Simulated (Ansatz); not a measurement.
## BN: a jump of B

All numbers below come from Ansatz 0.2.0, DFT PBE+D3(BJ), scalar-relativistic, plane waves, PAW. (420 eV cutoff, 2×2×2 k-mesh, shifted by half a step, Gaussian smearing of 0.02 eV, collinear spin)

Host crystal, relaxed:

```
B N
1.0
     1.25306    0.72345    3.29488
    -1.25306    0.72345    3.29488
     0.00000   -1.44691    3.29488
B N
1 1
Direct
  0.99970 0.99970 0.99970
  0.33274 0.33274 0.33274
```

In a supercell of 32 host sites, interstitial B hops to an equivalent place, moving 1.95 Å between the relaxed ends. Climbing-image nudged elastic band at fixed cell with images 0 (start) to 4 (end), the path measured over all atoms, converged to 0.05 eV/Å; the order of the saddle wasn't checked, and the small cell leaves errors of about a tenth of an eV.

Supercell rows in host cell vectors: -1 3 -1; -1 -1 3; 3 -1 -1. B was set at (0.438, 0.500, 0.625) of the host cell.

At the relaxed start B has 1 N at 1.50 Å, 1 B at 1.71 Å, 1 B at 1.76 Å.

(1) What barrier does the band give, and what surrounds the atom at the top?

Results:

(1) 1.18 eV at image 2, where B has 1 B at 1.75 Å, 2 N at 2.12 Å.

Cost: 1 run of about 13 core-minutes, on Intel Xeon 6975P-C (Granite Rapids) (shared hosts).